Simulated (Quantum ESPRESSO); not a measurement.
Here is a Quantum ESPRESSO 7.5 calculation.

pw.in

```
&CONTROL
  calculation = 'vc-relax'
  prefix = 'pwscf'
  outdir = './tmp'
  pseudo_dir = './pseudo'
  tprnfor = .true.
  tstress = .true.
  disk_io = 'low'
  nstep = 40
  forc_conv_thr = 0.0004
  etot_conv_thr = 1d-05
/
&SYSTEM
  ibrav = 0
  nat = 2
  ntyp = 2
  ecutwfc = 96
  nbnd = 21
  occupations = 'smearing'
  smearing = 'fd'
  degauss = 0.00367493
  nspin = 2
  starting_magnetization(1) = 0.1176
  starting_magnetization(2) = 0
/
&ELECTRONS
  conv_thr = 4d-10
  electron_maxstep = 120
  mixing_beta = 0.3
/
&IONS
  ion_dynamics = 'bfgs'
/
&CELL
  cell_dynamics = 'bfgs'
  press = 0
  press_conv_thr = 0.3
/
ATOMIC_SPECIES
Co    58.9332 Co.upf
O     15.9990 O.upf
CELL_PARAMETERS angstrom
   0.0000000000    2.1315000000    2.1315000000
   2.1315000000    0.0000000000    2.1315000000
   2.1315000000    2.1315000000    0.0000000000
ATOMIC_POSITIONS angstrom
Co     0.0000000000    0.0000000000    0.0000000000
O      2.1315000000    2.1315000000    2.1315000000
K_POINTS automatic
11 11 11 0 0 0
```

Potentials or basis: PseudoDojo 0.4.1 SR PBEsol standard.

The run is started by

```console
$ OMP_NUM_THREADS=1 mpirun -n 2 pw.x -nk 2 -in pw.in > pw.out
```

Predict the space group after relaxing (to 0.05 Å).

Fm-3m (No. 225).

Estimate the absolute moment.

2.88 μB per cell.

What does it give for the relaxed cell?

a = 2.950 Å, b = 2.950 Å, c = 2.950 Å, α = 60.00°, β = 60.00°, γ = 60.00°.

Estimate the net moment.

2.86 μB per cell.

Step by step:
```tsv
step	energy change (eV)	largest force (eV/Å)	pressure (GPa)	volume (Å³)
1	0.0000	0.0000	-11.08	19.37
2	-0.0430	0.0000	-1.49	18.29
3	-0.0437	0.0000	0.10	18.14
4	-0.0437	0.0000	0.00	18.15
```

Caveat: a cell with one magnetic atom can't hold antiferromagnetic order, which such compounds often take.
